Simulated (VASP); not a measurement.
# BP (F-43m): a series in biaxial strain in the (110) plane

Wanted: the response of BP to biaxial strain in the (110) plane, as a table, with a fit that predicts a row left out.

Calculated with VASP 6.6.1; LDA; plane waves and PAW (B, P), in the first sound run; inputs show where later runs differ.

Report form: the programs' logs are mostly left out.

**1. Set-up**

The structure is cubic, space group F-43m (No. 216). Conventional cell: a = 4.538 Å, b = 4.538 Å, c = 4.538 Å, α = 90.00°, β = 90.00°, γ = 90.00°. Nearest to B lie 4 P at 1.97 Å. Nearest to P lie 4 B at 1.97 Å. Farther neighbours are not listed.

Structure file:

```cif
data_structure
_symmetry_space_group_name_H-M 'F-43m'
_symmetry_Int_Tables_number 216
_cell_length_a 4.5380
_cell_length_b 4.5380
_cell_length_c 4.5380
_cell_angle_alpha 90.000
_cell_angle_beta 90.000
_cell_angle_gamma 90.000
_cell_volume 93.45
loop_
_atom_site_label
_atom_site_type_symbol
_atom_site_symmetry_multiplicity
_atom_site_Wyckoff_symbol
_atom_site_fract_x
_atom_site_fract_y
_atom_site_fract_z
_atom_site_occupancy
B1 B 4 a 0.00000 0.00000 0.00000 1
P1 P 4 d 0.25000 0.25000 0.75000 1
```

**2. Relax the crystal, LDA**

The series starts from the cell that this level prefers, so that zero strain is near zero stress.

This step took 2 runs in a row; the last is shown.

Level: LDA; plane waves and PAW (B, P).

INCAR reads:

```
SYSTEM = BP
PREC = Accurate
ENCUT = 480
EDIFF = 1E-07
NELM = 120
ISMEAR = 0
SIGMA = 0.02
LREAL = .FALSE.
ALGO = Normal
GGA = CA
NBANDS = 10
LASPH = .TRUE.
LORBIT = 11
LWAVE = .FALSE.
LCHARG = .FALSE.
KPAR = 16
IBRION = 2
NSW = 40
ISIF = 3
EDIFFG = -0.005
POTIM = 0.4
```

POSCAR reads:

```
BP
1.0
    0.0000000000      2.2448005768      2.2448005768
    2.2448005768      0.0000000000      2.2448005768
    2.2448005768      2.2448005768      0.0000000000
B P
1 1
Direct
    0.0000000000      0.0000000000      0.0000000000
    0.2500000000      0.2500000000      0.2500000000
```

KPOINTS reads:

```
Automatic mesh
0
Gamma
11 11 11
0 0 0
```

PAW data sets: B and P (LDA family, release 64).

Started as:

```sh
> mpirun -np 16 vasp_std
```

The job ended after 2.4 s (16 MPI ranks of AMD EPYC 7R43, shared host; peak memory 1.7 GiB).

Numbers from this step:

| Quantity | Value |
| --- | --- |
| energy(sigma→0) of the program | -14.3991 eV |
| stress, compression positive | 0.00 along [110], 0.00 across it (mean), GPa |
| volume | 22.624 Å³ |
| ionic steps | 1 |

**3. Strain along the normal, LDA**

One member in full: the plane is strained by -1.5 %, and the strain along the normal is moved by secant steps until the normal stress is under 0.012 GPa or five steps are spent; the atoms relax at each step.

This step took 3 runs, each at a new trial strain with the atoms of the one before; the last is shown.

Level: LDA; plane waves and PAW (B, P); cell typed or built by script.

INCAR, as its differences from that of step 2:

```diff
@@ -15,7 +15,7 @@
 LCHARG = .FALSE.
-KPAR = 16
-IBRION = 2
-NSW = 40
-ISIF = 3
-EDIFFG = -0.005
-POTIM = 0.4
+KPAR = 4
+IBRION = 1
+NSW = 25
+ISIF = 2
+EDIFFG = -0.004
+POTIM = 0.3
```

POSCAR reads:

```
BP
1.0
    0.0217635800      2.2328921480      2.2111285680
    2.2328921480      0.0217635800      2.2111285680
    2.2546557280      2.2546557280      0.0000000000
B P
1 1
Direct
    0.0009333819      0.0009333819      0.9990666181
    0.2490666181      0.2490666181      0.2509333819
```

KPOINTS is that of step 2.

Started as:

```sh
> mpirun -np 4 vasp_std
```

Elapsed: 22 s, on 4 MPI ranks; peak memory 0.46 GiB.

Numbers from this step:

* energy(sigma→0) of the program: -14.3840 eV
* stress, compression positive: 0.00 along [110], 7.18 across it (mean), GPa
* ionic steps: 2

**4. Band edges, HSE06**

Short lines in KPOINTS_OPT sample the zone centre along and across the normal of the plane, for masses, and the other valleys.

Level: HSE06; plane waves and PAW (B, P); cell typed or built by script.

INCAR reads:

```
SYSTEM = BP
PREC = Accurate
ENCUT = 480
EDIFF = 1E-06
NELM = 100
ISMEAR = 0
SIGMA = 0.02
LREAL = .FALSE.
ALGO = Normal
LHFCALC = .TRUE.
AEXX = 0.25
GGA = PE
HFSCREEN = 0.2
LASPH = .TRUE.
NBANDS = 9
PRECFOCK = Fast
LWAVE = .FALSE.
LCHARG = .FALSE.
KPAR = 4
```

POSCAR reads:

```
BP
1.0
    0.0217635800      2.2328921480      2.2111285680
    2.2328921480      0.0217635800      2.2111285680
    2.2546557280      2.2546557280      0.0000000000
B P
1 1
Direct
    0.0010045169      0.0010045169      0.9989954831
    0.2489954831      0.2489954831      0.2510045169
```

KPOINTS reads:

```
Automatic mesh
0
Gamma
6 6 6
0 0 0
```

KPOINTS_OPT reads:

```
Line mode
6
Line-mode
Reciprocal
  0.00000000   0.00000000   0.00000000
  0.01268690   0.01268690   0.02537379

  0.00000000   0.00000000   0.00000000
 -0.01244197   0.01244197   0.00000000

  0.31000000   0.31000000   0.00000000
  0.50000000   0.50000000   0.00000000

  0.00000000   0.31000000   0.31000000
  0.00000000   0.50000000   0.50000000

  0.45000000   0.45000000   0.45000000
  0.50000000   0.50000000   0.50000000

  0.45000000   0.00000000   0.00000000
  0.50000000   0.00000000   0.00000000

  0.42500000   0.42500000   0.00000000
  0.42517319   0.44276879   0.01794198

  0.50000000   0.50000000   0.50000000
  0.48755803   0.51244197   0.50000000
```

Started as:

```sh
> mpirun -np 4 vasp_std
```

Wall time 4.8 min (4 MPI ranks); peak memory 0.88 GiB; 19 min of CPU time.

Read from the output:

```
energy(sigma→0) of the program : -14.9540 eV
```

**5. The whole series**

Hybrid runs start from orbitals of a short LDA run, not shown.

Runs beyond LDA use the data sets made with LDA; this shifts their levels slightly, and their total energies have another zero.

The other members went through these steps as far as the tables show, with the same cutoff and, step by step, the same mesh; 44 runs are not shown. The session took 3.5 core hours (wall time by ranks) on a shared machine.

```
in-plane strain (%)  strain along the normal (%)  mean of the two in-plane stresses, tension positive (GPa)  energy above the unstrained row (meV/atom)  gap on the mesh, LDA (eV)
             -2.000                        0.604                                                     -9.717                                      13.465                      0.793
             -1.500                        0.439                                                     -7.183                                       7.542                      0.913
             -1.000                        0.283                                                     -4.718                                       3.349                      1.018
             -0.500                        0.137                                                     -2.326                                       0.848                      1.107
                  0                        0.000                                                     -0.005                                       0.000                      1.176
              0.500                       -0.125                                                      2.242                                       0.757                      1.137
              1.000                       -0.248                                                      4.409                                       3.090                      1.100
              1.500                       -0.358                                                      6.503                                       6.946                      1.065
              2.000                       -0.467                                                      8.521                                      12.289                      1.032
```

Slopes at zero strain, from cubics through all rows: strain ratio -0.264, stress over strain 457 GPa.

Band edges at HSE06, counted from the valence-band top at Γ, with one row partly withheld:

```
in-plane strain (%)  gap (eV)  conduction band at Γ (eV)  Δ or X valley along z (eV)  Δ or X valley along x (eV)  lowest conduction level at L, [111] (eV)  lowest conduction level at L, [-111] (eV)  second valence level below the top (eV)  third valence level below the top (eV)
             -2.000     1.559                      4.166                       1.559                       1.831                                     5.265                                      4.793                                    0.018                                   0.284
             -1.500     1.679                      4.230                       1.675                       1.858                                     5.188                                      4.849                                    0.008                                   0.206
             -1.000     1.775                      4.292                       1.775                       1.883                                     5.109                                      4.894                                    0.002                                   0.133
             -0.500     1.857                          ?                       1.857                       1.904                                     5.026                                      4.925                                    0.000                                   0.065
                  0     1.925                      4.408                       1.925                       1.925                                     4.944                                      4.944                                    0.000                                   0.000
              0.500     1.883                      4.290                       1.920                       1.883                                     4.800                                      4.887                                    0.060                                   0.063
              1.000     1.844                      4.175                       1.906                       1.843                                     4.659                                      4.821                                    0.116                                   0.126
              1.500     1.807                      4.064                       1.886                       1.806                                     4.523                                      4.745                                    0.166                                   0.186
              2.000     1.772                      3.956                       1.858                       1.770                                     4.389                                      4.663                                    0.213                                   0.245
```

**6. A fit to the known rows**

The quantity to fit is the conduction level at Γ above the mean of the three top valence levels at HSE06: 4.267, 4.302, 4.337, 4.408, 4.331, 4.255, 4.182, 4.109 eV in the rows shown.

A least-squares parabola through the 8 rows shown, with e the strain in %: E = − 0.04739 e² − 0.03984 e + 4.364 (eV), r.m.s. residual 0.021 eV.

For the withheld row, e = -0.5, the fit gives 4.3716 eV.

**7. Prediction against calculation**

The calculation gives 4.3722 eV, so the prediction is 0.0006 eV too low, within twice the residual of the fit.

The rows do not lie on one parabola (a picked bound of 1 % of their span for the r.m.s. residual). Levels that cross, a degenerate level that splits or an edge that moves to another point can do that; which it is was not traced. So the linear term is no slope at zero strain, and none is listed.

**8. Summary of results**

```json
{"ratio of normal to in-plane strain": "-0.264", "biaxial modulus": "457 GPa", "gap of the unstrained cell, HSE06": "1.93 eV", "error of the predicted row": "-0.6 meV"}
```

What this shows: As a check, the curvature of the energy gives 456 GPa for the same modulus (energy per volume = M × strain²), 0 % from the slope of the stress. At HSE06 the lowest conduction valley is Δ or X throughout, and the gap runs between 1.56 and 1.93 eV. Hole masses are left out throughout, since the top bands are degenerate or cross in many series; of conduction masses, those of the Γ, L and (for Si and Ge under (001) strain) Δ valleys are kept where they change by under an eighth between rows. HSE06 ran on a coarser mesh than the semilocal levels. Spin-orbit coupling is left out at HSE06, so the valence splittings there lack it. Δ or X levels are the lowest on their line, refined by a parabola unless they lie at X; the gap is read from all points sampled and can differ from the lowest valley by some meV, or by tens of meV where strain moves the valence top off Γ. Temperature, zero-point motion and excitons are left out.

[Lines on the potential files, build, host, timing and source positions are cut from VASP's logs without a mark.]

[Logs are printed without paths, hosts, clocks, repeated set-up lines and the standing remarks that a program may print on its own settings, such as how far it seeks lower states.]

[Hosts, paths, dates, database ids (printed as entryN), source tags and the programs' standing remarks are cut or masked in the printed files.]

[In band tables of VASP the shares of atoms and orbitals are scaled to a sum of 1 inside the atoms' spheres.]
